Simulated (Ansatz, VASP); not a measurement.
## MgO in VASP and in Ansatz

```
Mg O
1.0
     0.00000    2.35127    2.35127
     2.35127    0.00000    2.35127
     2.35127    2.35127    0.00000
Mg O
1 1
Direct
  0.00000 0.00000 0.00000
  0.25000 0.25000 0.25000
```

Alike in both runs: task single point; functional PBE; k mesh 8 × 8 × 8; no spin polarisation.

|  | VASP | Ansatz |
| --- | --- | --- |
| version | VASP 6.6.1 | Ansatz 0.2.0 |
| potentials or method | VASP PAW PBE potentials, release 64 (Mg, O) | plane waves, PAW |
| plane-wave cutoff (eV) | 520 | 420 |
| occupations | gaussian, width 0.01 eV | fixed |
| valence electrons in the cell | 8 | 16 |

|  | VASP | Ansatz | Ansatz less VASP |
| --- | --- | --- | --- |
| gap on the k mesh at the Fermi level (eV) | 3.15 | 3.17 | +0.018 |
| pressure (GPa) | -6.3 | -5.9 | +0.40 |

The two sets of potentials don't hold the same shells in valence.

A hybrid or GW would open this gap; PBE tends to underestimate it.
